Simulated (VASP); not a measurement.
# Be (P6_3/mmc) in VASP: a series of runs, part 2 of 2

VASP 6.6.1. Earlier steps stand in the parts before.

## 5. Relaxation of cell and atoms, PBEsol, target pressure 94.7 GPa, at which the enthalpy is minimised

This run uses another cell than the first one, of 5.28 Å³/atom, 0.651 times its volume.

Contents of INCAR:

```
SYSTEM = Be
PREC = Accurate
ENCUT = 600
EDIFF = 1E-7
ISMEAR = 1
SIGMA = 0.1
LREAL = .False.
LASPH = .True.
NELM = 80
ALGO = Normal
ISIF = 3
LWAVE = .False.
LCHARG = .False.
GGA = PS
IBRION = 2
NSW = 90
EDIFFG = -0.005
PSTRESS = 947.0
```

Contents of KPOINTS:

```
Automatic mesh
0
Gamma
  18 18 10
  0 0 0
```

Contents of POSCAR:

```
Be                                      
1.0
    1.9670301882      0.0000000000     -0.0000000000
   -0.9835150941      1.7034981130      0.0000000000
   -0.0000000000      0.0000000000      3.1510510310
  Be            
     2
Direct
     0.3333333332999970    0.6666666667000030    0.2500000000000000
     0.6666666667000030    0.3333333332999970    0.7500000000000000
```

On the command line:

```console
$ cat potpaw_PBE.64/Be/POTCAR > POTCAR
$ mpirun -np 1 vasp_std > vasp.out
```

It took 8.6 s on 1 thread of Intel Xeon Platinum 8488C (Sapphire Rapids), shared host; peak memory 0.12 GiB.

Results (log left out):

| Quantity | Value |
| --- | --- |
| Free energy | -6.8539 eV |
| Relaxed volume | 5.28 Å³/atom |
| Relaxed cell | a = 1.967 Å, b = 1.967 Å, c = 3.152 Å, α = 90.00°, β = 90.00°, γ = 120.00° |
| Space group after relaxing (to 0.05 Å) | P6_3/mmc (No. 194) |
| Energy change on relaxing (the enthalpy is what falls) | -1.1 meV/atom |
| Ionic steps | 2 |
| Pressure after relaxing | 94.6 GPa |
| Band gap on the k mesh | none (metal or under the smearing width) |

The path:
```
step  energy change (eV)  largest force (eV/Å)  pressure (GPa)  volume (Å³)
   1              0.0000                0.0000           94.78        10.56
   2             -0.0023                0.0000           94.63        10.56
```

Final structure:
```cif
data_structure
_symmetry_space_group_name_H-M 'P 1'
_symmetry_Int_Tables_number 1
_cell_length_a 1.9671
_cell_length_b 1.9671
_cell_length_c 3.1519
_cell_angle_alpha 90.000
_cell_angle_beta 90.000
_cell_angle_gamma 120.000
_cell_volume 10.56
loop_
_atom_site_label
_atom_site_type_symbol
_atom_site_fract_x
_atom_site_fract_y
_atom_site_fract_z
_atom_site_occupancy
Be1 Be 0.33333 0.66667 0.25000 1
Be2 Be 0.66667 0.33333 0.75000 1
```

Levels at points of the mesh, in eV from the Fermi level:
```
           k point  band 1  band 2  band 3  band 4  band 5
(0.00, 0.00, 0.00)  -13.72   -6.52    2.39   22.14   22.14
(0.50, 0.00, 0.00)   -6.83   -3.61    4.52    7.86    9.61
(0.00, 0.00, 0.50)  -11.38  -11.38   13.76   13.76   24.36
(0.50, 0.00, 0.50)   -5.16   -5.16    3.05    3.05   16.28
```

Caveat: the cell is relaxed towards a set pressure, so the enthalpy falls and the energy may rise; the PAW data sets were made with another functional, which shifts forces and pressure a little.

## 6. Relaxation of cell and atoms, PBE, target pressure 94.7 GPa, at which the enthalpy is minimised

Contents of INCAR:

```
PREC     = Accurate       # precision mode
ENCUT    = 600            # plane-wave cutoff, eV
EDIFF    = 1E-6           # SCF threshold, eV
ISMEAR   = 1              # smearing method
SIGMA    = 0.1            # smearing width, eV
LREAL    = F              # projectors in reciprocal space
LASPH    = T              # aspherical terms in the spheres
NELM     = 80             # most SCF steps
ALGO     = Normal         # electronic algorithm
ISIF     = 3              # what is computed and relaxed
LWAVE    = F              # write WAVECAR
LCHARG   = F              # write CHGCAR
GGA      = PE             # functional
IBRION   = 2              # ionic algorithm
NSW      = 90             # ionic steps
EDIFFG   = -0.01          # ionic threshold
PSTRESS  = 947.0
```

Contents of KPOINTS:

```
Automatic mesh
0
Gamma
  18 18 10
```

Contents of POSCAR:

```
Be
1.0
    2.2853000000      0.0000000000      0.0000000000
   -1.1426500000      1.9791278553      0.0000000000
    0.0000000000      0.0000000000      3.5842000000
Be
2
Direct
    0.3333333333      0.6666666667      0.2500000000
    0.6666666667      0.3333333333      0.7500000000
```

Potentials or basis: VASP PAW PBE potentials, release 64 (Be).

On the command line:

```console
$ cat potpaw_PBE.64/Be/POTCAR > POTCAR
$ mpirun -np 1 vasp_std > vasp.out
```

OUTCAR:

```text
PREC = Accurate
   ENCUT = 600
   EDIFF = 1E-6
   ISMEAR = 1
   LREAL = F
   LASPH = T
   NELM = 80
   ISIF = 3
   GGA = PE
   IBRION = 2
   NSW = 90
   EDIFFG = -0.01
   PSTRESS = 947.0

 ion  position               nearest neighbor table
   1  0.333  0.667  0.250-   2 2.23   2 2.23   2 2.23   2 2.23   2 2.23   2 2.23
   2  0.667  0.333  0.750-   1 2.23   1 2.23   1 2.23   1 2.23   1 2.23   1 2.23

  LATTYP: Found a hexagonal cell.
 ALAT       =     2.2853000000
 C/A-ratio  =     1.5683717674

  Lattice vectors:

 A1 = (   2.2853000000,   0.0000000000,   0.0000000000)
 A2 = (  -1.1426500000,   1.9791278553,   0.0000000000)
 A3 = (   0.0000000000,   0.0000000000,   3.5842000000)

Analysis of symmetry for initial positions (statically):
=====================================================================
 Subroutine PRICEL returns:
 Original cell was already a primitive cell.

 Routine SETGRP: Setting up the symmetry group for a
 hexagonal supercell.

 Subroutine GETGRP returns: Found 24 space group operations
 (whereof 12 operations were pure point group operations)
 out of a pool of 24 trial point group operations.

The static configuration has the point symmetry D_3d.
 The point group associated with its full space group is D_6h.

Analysis of symmetry for dynamics (positions and initial velocities):
[... 142 lines left out ...]
   LRPA    =     F    only Hartree local field effects (RPA)
 conjugate gradient relaxation of ions
 non-spin polarized calculation
 Methfessel and Paxton  Order N= 1 SIGMA  =   0.10
  energy-cutoff  :      600.00
  volume of cell :       16.21
 maximum number of plane-waves:       555
   NGX =  9   NGY =  9   NGZ = 15

--------------------------------------- Ionic step        1  -------------------------------------------

 number of electron       4.0000000 magnetization

 Free energy of the ion-electron system (eV)
  ---------------------------------------------------
  ext. energy  EPLUGINS =         0.00000000
  ---------------------------------------------------
  free energy    TOTEN  =        -7.52610343 eV

  energy without entropy =       -7.52595262  energy(sigma->0) =       -7.52605316

 E-fermi :   6.9684     XC(G=0): -10.5239

 val. band max:        6.8903613322   @ k =   0.2778   0.1111   0.0000
 cond. band min:       6.9797296532   @ k =   0.3333   0.2778   0.2000
 fundamental gap:      0.0893683210
 Fermi energy:         6.9683795259

 k-point     1 :       0.0000    0.0000    0.0000
  band No.  band energies     occupation
      1      -4.3916      2.00000
      2       2.5069      2.00000
      3       7.9188     -0.00000
      4      22.4293      0.00000
      5      22.4293      0.00000
      6      25.2481      0.00000
[... 510 lines left out ...]
--------------------------------------- Ionic step        9  -------------------------------------------

 number of electron       4.0000000 magnetization

 Free energy of the ion-electron system (eV)
  ---------------------------------------------------
  ext. energy  EPLUGINS =         0.00000000
  ---------------------------------------------------
  free energy    TOTEN  =        -6.37965389 eV

  energy without entropy =       -6.37948507  energy(sigma->0) =       -6.37959762

 E-fermi :  10.9565     XC(G=0): -11.9938

 val. band max:       10.9545024368   @ k =   0.3333   0.3333   0.5000
 cond. band min:      11.0231814378   @ k =   0.3333   0.2778   0.2000
 fundamental gap:      0.0686790011
 Fermi energy:        10.9564898099

 k-point     1 :       0.0000    0.0000    0.0000
  band No.  band energies     occupation
      1      -2.7853      2.00000
      2       4.4779      2.00000
      3      13.2710      0.00000
      4      32.9995      0.00000
      5      32.9995      0.00000
      6      36.6182      0.00000
[... 240 lines left out ...]
  energy  without entropy=       -6.3794850724  energy(sigma->0) =       -6.37959762

  enthalpy is  TOTEN    =        -0.1022500277 eV   P V=        6.2774038623

 reached required accuracy - stopping structural energy minimisation
```

OSZICAR:

```text
N       E                     dE             d eps       ncg     rms          rms(c)
DAV:   1    -0.191165797659E+01   -0.19117E+01   -0.19298E+03  2676   0.612E+02
DAV:   2    -0.754409164722E+01   -0.56324E+01   -0.53986E+01  4044   0.707E+01
DAV:   3    -0.758658979585E+01   -0.42498E-01   -0.41856E-01  3576   0.537E+00
[... 52 lines left out ...]
DAV:   4    -0.639601354820E+01   -0.84525E-07   -0.16452E-08  1452   0.269E-03
   8 F= -.10216365E+00 E0= -.10210669E+00  d E =-.102679E-03
       N       E                     dE             d eps       ncg     rms          rms(c)
DAV:   1    -0.637965359069E+01    0.16360E-01   -0.17454E-04  2814   0.217E-01    0.713E-03
DAV:   2    -0.637965389000E+01   -0.29931E-06   -0.35176E-07  4020   0.985E-03
   9 F= -.10225003E+00 E0= -.10219376E+00  d E =-.189058E-03
```

CONTCAR:

```text
Be
   1.00000000000000
     1.9710458284246579    0.0000000000000000    0.0000000000000000
    -0.9855229142123290    1.7069757594769110   -0.0000000000000000
     0.0000000000000000   -0.0000000000000000    3.1565785263333996
  Be
     2
Direct
     0.3333333332999970    0.6666666667000030    0.2500000000000000
     0.6666666667000030    0.3333333332999970    0.7500000000000000

  0.00000000E+00  0.00000000E+00  0.00000000E+00
  0.00000000E+00  0.00000000E+00  0.00000000E+00
```

It took 48 s on 1 thread of Intel Xeon Platinum 8488C (Sapphire Rapids), shared host; peak memory 0.14 GiB.

What came out:

```yaml
Free_energy: -6.3797 eV
Relaxed_volume: 5.31 Å³/atom
Relaxed_cell: a = 1.971 Å, b = 1.971 Å, c = 3.157 Å, α = 90.00°, β = 90.00°, γ = 120.00°
Space_group_after_relaxing_to_0.05_Å: P6_3/mmc (No. 194)
Energy_change_on_relaxing_the_enthalpy_is_what_falls: +573.2 meV/atom
Ionic_steps: 9
Pressure_after_relaxing: 94.7 GPa
Band_gap_on_the_k_mesh: none (metal or under the smearing width)
```

Step by step:
```tsv
step	energy change (eV)	largest force (eV/Å)	pressure (GPa)	volume (Å³)
1	0.0000	0.0000	-2.77	16.21
2	5.4002	0.0000	359.85	7.18
3	0.9770	0.0000	84.02	10.93
4	1.1137	0.0000	92.67	10.69
5	1.1698	0.0000	96.19	10.59
6	1.1722	0.0000	96.27	10.58
7	1.1704	0.0000	96.23	10.58
8	1.1301	0.0000	93.70	10.65
9	1.1465	0.0000	94.74	10.62
```

Final structure:
```
Be
1.0
     1.97105    0.00000    0.00000
    -0.98552    1.70698    0.00000
     0.00000    0.00000    3.15658
Be
2
Direct
  0.33333 0.66667 0.25000
  0.66667 0.33333 0.75000
```

Levels at points of the mesh, in eV from the Fermi level:
```
           k point  band 1  band 2  band 3  band 4  band 5  band 6
(0.00, 0.00, 0.00)  -13.74   -6.48    2.31   22.04   22.04   25.66
(0.50, 0.00, 0.00)   -6.80   -3.63    4.51    7.82    9.54   12.81
(0.00, 0.00, 0.50)  -11.38  -11.38   13.70   13.70   24.26   24.26
(0.50, 0.00, 0.50)   -5.13   -5.13    2.98    2.98   16.22   16.22
```

Caveat: the cell is relaxed towards a set pressure, so the enthalpy falls and the energy may rise; the volume moved by over 15 % at a fixed basis, so the end points are rough.

## 7. The runs side by side

| level | potentials or basis | cell | target pressure | gap on the mesh (eV) | pressure (GPa) |
| --- | --- | --- | --- | --- | --- |
| LDA | VASP PAW LDA potentials, release 64 (Be) | relaxed to 21.2 GPa | 21.2 GPa | none | 21.3 |
| PBEsol | VASP PAW PBE potentials, release 64 (Be) | relaxed to 94.7 GPa | 94.7 GPa | none | 94.6 |
| PBE | VASP PAW PBE potentials, release 64 (Be) | relaxed to 94.7 GPa | 94.7 GPa | none | 94.7 |

Alike in all rows: task relaxation of cell and atoms; no spin polarisation; k mesh 18 × 18 × 10; cutoff (eV) 600; smearing methfessel-paxton 0.1 eV.

Caveats: the cell is relaxed towards a set pressure, so the enthalpy falls and the energy may rise; the relaxation stopped at its first step, so nothing moved (some runs); the PAW data sets were made with another functional, which shifts forces and pressure a little (some runs); the volume moved by over 15 % at a fixed basis, so the end points are rough (some runs).

Absolute energies hang on the potentials; compare differences alone.
